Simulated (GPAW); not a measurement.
# BaS (Fm-3m): G0W0 with GPAW, start to end, part 2 of 2

Wanted: ground state, empty states, screening and self-energy for BaS (Fm-3m).

GPAW 26.7.0; PBE and many-body steps on it, plane waves. Known limits of the many-body steps: not at the basis limit; no spin-orbit coupling.

So far. Step 3 (Bands along the symmetry lines): The gap is 2.132 eV, as in the run before at this level. Step 4 (Empty states on the mesh, 4×4×4 mesh, 428 bands): On this mesh the gap is 2.132 eV.

**5. Screening and self-energy, 4×4×4 mesh, 194 bands, screening to 120 eV**

G0W0 replaces the xc potential by the self-energy, built once from these orbitals. Only a window of levels is corrected, while the sums run over the empty bands that the input names.

This step: G0W0 on PBE, plane waves, PAW.

run.py

```python
import json
import numpy as np
from gpaw.mpi import world
from gpaw.response.g0w0 import G0W0

gw = G0W0('full.gpw',
    filename='gw',
    kpts=[0, 5],
    bands=(6, 10),
    ecut=120,
    nbands=194,
    integrate_gamma='WS',
    ppa=True)
gw.calculate()
res = {mode: {k: v for k, v in r.items() if k != 'sigma_eskwn'}
       for mode, r in gw.all_results.items()}

if world.rank == 0:
    with open('result.json', 'w') as f:
        json.dump(res, f, default=lambda x: x.tolist())
```

Launch:

```
> mpirun -n 4 gpaw python run.py
```

Numbers of over 12 decimals in the logs are rounded to 6 here.

Log:

```text
Using integrator: PointIntegrator
FrequencyGridDescriptor(from 0.000+0.000j to 0.000+27.211j eV, 2 points)
Nonperiodic BCs:  [False False False]
Using integrator: PointIntegrator
FrequencyGridDescriptor(from 0.000+0.000j to 0.000+27.211j eV, 2 points)
Nonperiodic BCs:  [False False False]
  ___  _ _ _
 |   || | | |
 | | || | | |
 |__ ||_____|
 |___|

BZ k-points: Symmetries present (total): 48

  [... matrices ...]
64 k-points: 4 x 4 x 4 Monkhorst-Pack grid + [1/8,1/8,1/8]
8 k-points in the irreducible part of the Brillouin zone
       k-points in crystal coordinates                weights
   0:     0.00000000    0.00000000    0.00000000          1/64
   1:     0.25000000    0.25000000    0.00000000          6/64
   2:     0.25000000    0.25000000    0.25000000          8/64
   3:     0.50000000    0.25000000   -0.25000000          6/64
   4:     0.50000000    0.25000000    0.25000000         12/64
   5:     0.50000000    0.50000000    0.00000000          3/64
   6:     0.50000000    0.50000000    0.25000000         24/64
   7:     0.50000000    0.50000000    0.50000000          4/64

Distributing spins, k-points and bands (1 x 2 x 4) over 4 processes
Number of blocks: 1

Quasi particle states:
k-points (IBZ indices): [0, 5]
Band range: (6, 10)
  [... matrices ...]
Computational parameters:
Plane wave cut-off: 120 eV
Number of bands: 194
Coulomb cutoff: None
Broadening: 0.1 eV

fxc modes: GW
Kernel: RPA
Using Godby-Needs plasmon-pole approximation:
  Fitting energy: i*E0, E0 = 1.000 Hartree
Summing all q:

Calculating screened Coulomb potential
No Coulomb truncation
FrequencyGridDescriptor(from 0.000+0.000j to 0.000+27.211j eV, 2 points)
Removing empty qpoint cache files...

Calculating chi0 body with:
    Ground state adapter containing:
    Number of spins: 1
    Number of kpoints: 64
    Number of irreducible kpoints: 8
    Number of completely occupied states: 8
    Number of partially occupied states: 8
    Occupied states memory: 1.6875 M / cpu

    Linear response parametrization:
    q_c: [0.0, 0.0, 0.0]
    Number of frequency points: 2
    Planewave cutoff: 120.0
    Number of bands: 194
    Number of planewaves: 181
    Broadening (eta): 1e-06
    comm.size: 4
    kncomm.size: 4
    blockcomm.size: 1

    Memory estimate of potentially large arrays:
        chi0_wGG: 0.999786 M / cpu
Integrating chi0 body.

Symmetries of q_c:
    Direct symmetries (Uq -> q): 48
    Indirect symmetries (TUq -> q): 0
In total 48 allowed symmetries.

  [... matrices ...]
8 groups of equivalent kpoints. 87.5% reduction.

Integral kind: response function
Integrating chi0 head and wings.

Symmetries of q_c:
    Direct symmetries (Uq -> q): 48
    Indirect symmetries (TUq -> q): 0
In total 48 allowed symmetries.

  [... matrices ...]
8 groups of equivalent kpoints. 87.5% reduction.

Integral kind: response function wings

Calculating chi0 body with:
    Ground state adapter containing:
    Number of spins: 1
    Number of kpoints: 64
    Number of irreducible kpoints: 8
    Number of completely occupied states: 8
    Number of partially occupied states: 8
    Occupied states memory: 1.6875 M / cpu

    Linear response parametrization:
[... the further q-points ...]

Results:
f:      Occupation numbers
eps:     KS-eigenvalues [eV]
vxc:     KS vxc [eV]
exx:     Exact exchange [eV]
sigma:   Self-energies [eV]
dsigma:  Self-energy derivatives
Z:       Renormalization factors
qp:      QP-energies [eV]

k-point 0 (0): (0.000, 0.000, 0.000)                GW
band       f     eps     vxc     exx   sigma  dsigma       Z      qp
                                                                   GW
   6   1.000   4.862 -14.538 -17.551   1.753  -0.275   0.784   3.874
   7   1.000   4.862 -14.538 -17.551   1.753  -0.275   0.784   3.874
   8   0.000   8.483  -9.616  -5.634  -3.722  -0.205   0.830   8.700
   9   0.000   8.753  -9.953  -5.440  -3.862  -0.206   0.829   9.292

k-point 1 (5): (0.500, 0.500, 0.000)                GW
band       f     eps     vxc     exx   sigma  dsigma       Z      qp
                                                                   GW
   6   1.000   4.732 -14.595 -17.680   1.802  -0.273   0.785   3.724
   7   1.000   4.732 -14.595 -17.680   1.802  -0.273   0.785   3.724
   8   0.000   6.994  -8.659  -4.825  -3.498  -0.201   0.833   7.273
   9   0.000  10.812 -12.593  -7.512  -4.000  -0.213   0.825  11.703
```

Run time: 55 s. Hardware: 4 MPI ranks of Arm Neoverse V2, shared host; peak memory 1.3 GiB.

Numbers from this step:

* G0W0 gap on the points computed: 3.399 eV
* least direct G0W0 gap on the computed points: 3.550 eV
* Z at the valence top: 0.7840
* Z at the conduction bottom: 0.8328
* starting gap on the mesh: 2.132 eV
* k of the valence top: 0, 0, 0
* k of the conduction bottom: 0.5, 0.5, 0

The gap on the mesh goes from 2.13 eV to 3.40 eV, a correction of +1.27 eV.

Limits: finite bands, cutoff and mesh; no spin-orbit coupling. v1 is the top filled band, c1 the lowest empty one. The levels before and after the correction (eV, zero at the valence-band top of each column):

```
           conduction bottom  valence top
Kohn-Sham               2.13         0.00
     G0W0               3.40         0.00
```

```
                       level  energy (eV)
Kohn-Sham            Γ v2-v1        0.000
Kohn-Sham               Γ c1        3.621
Kohn-Sham               Γ c2        3.891
Kohn-Sham  (0.5 0.5 0) v2-v1       -0.130
Kohn-Sham     (0.5 0.5 0) c1        2.132
Kohn-Sham     (0.5 0.5 0) c2        5.950
     G0W0            Γ v2-v1        0.000
     G0W0               Γ c1        4.825
     G0W0               Γ c2        5.418
     G0W0  (0.5 0.5 0) v2-v1       -0.151
     G0W0     (0.5 0.5 0) c1        3.399
     G0W0     (0.5 0.5 0) c2        7.828
```

**6. Where the time went**

Times are wall times on 4 MPI ranks of Arm Neoverse V2, shared host, good to a factor of about two.

```
                          step   time  share  memory (GiB)
                  ground state  4.6 s    6 %          0.63
bands along the symmetry lines  7.1 s    9 %          0.68
      empty states on the mesh   10 s   13 %           1.3
     screening and self-energy   55 s   72 %           1.3
```

**7. Outcome**

```json
{
 "PBE gap": "2.13 eV, indirect",
 "G0W0 gap on the mesh": "3.40 eV",
 "GW settings": "4×4×4 mesh, 194 bands, screening to 120 eV, Godby-Needs plasmon pole",
 "known limits": "not at the basis limit; no spin-orbit coupling"
}
```

G0W0 moves the gap on the mesh from 2.13 eV to 3.40 eV (+1.27 eV), with Z of 0.78 and 0.83 at the edges. Only 2 of the mesh's irreducible points were corrected, so a valley elsewhere could overtake. The dearest step here is «screening and self-energy». Bands and cutoff are finite, so the gap is not at the basis limit. The miss can reach some tenths of an eV and take either sign; the mesh is an error of its own. These stock PAW sets were not made for GW. In the G0W0 run levels were corrected at 2 k points alone, so a gap called «on the mesh» is the least over those, and an edge elsewhere would be missed. The many-body steps are scalar-relativistic: spin-orbit coupling is not in them.

[Paths, hosts, dates, memory and timing lines, banners, echoed tables and standing remarks are left out of the program output.]

[Logs are printed without paths, hosts, clocks, repeated set-up lines and the standing remarks that a program may print on its own settings, such as how far it seeks lower states.]

[Runs of the session that timed out or met a known fault of the program may be left out.]

[Hosts, paths, dates, database ids (printed as entryN), source tags and the programs' standing remarks are cut or masked in the printed files.]
